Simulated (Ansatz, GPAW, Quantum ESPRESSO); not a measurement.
## Sn: 3 runs at one level of theory

```xyz
2
Lattice="0.0000 3.2333 3.2333 3.2333 0.0000 3.2333 3.2333 3.2333 0.0000" Properties=species:S:1:pos:R:3 pbc="T T T"
Sn    4.8500    4.8500    4.8500
Sn    3.2333    3.2333    3.2333
```

This isn't the form of Sn at room conditions, which is tetragonal (white tin).

Alike in all runs: task band structure; functional RPBE; k mesh 7 × 7 × 7; occupations fermi-dirac, width 0.05 eV; no spin polarisation; no spin-orbit coupling. Pressure is positive in compression and, in plane waves, holds the error of the finite cutoff.

| program and potentials | plane-wave cutoff (eV) | notes | pressure (GPa) |
| --- | --- | --- | --- |
| Quantum ESPRESSO, SG15 PBE 1.2 | 952 | potentials made for PBE | 5.62 |
| GPAW, the program's PAW data sets (release 1.2.1) made for this functional | 600 | - | 4.95 |
| Ansatz, all-electron LAPW, scalar-relativistic | - | - | 5.21 |

The pressure spans 4.95 (GPAW, the program's PAW data sets (release 1.2.1) made for this functional) to 5.62 GPa (Quantum ESPRESSO, SG15 PBE 1.2), with all-electron results at 5.21.

The functional is the same throughout but for its coding, so the spread measures potentials, basis and numerics; runs on potential files found faulty are left out.
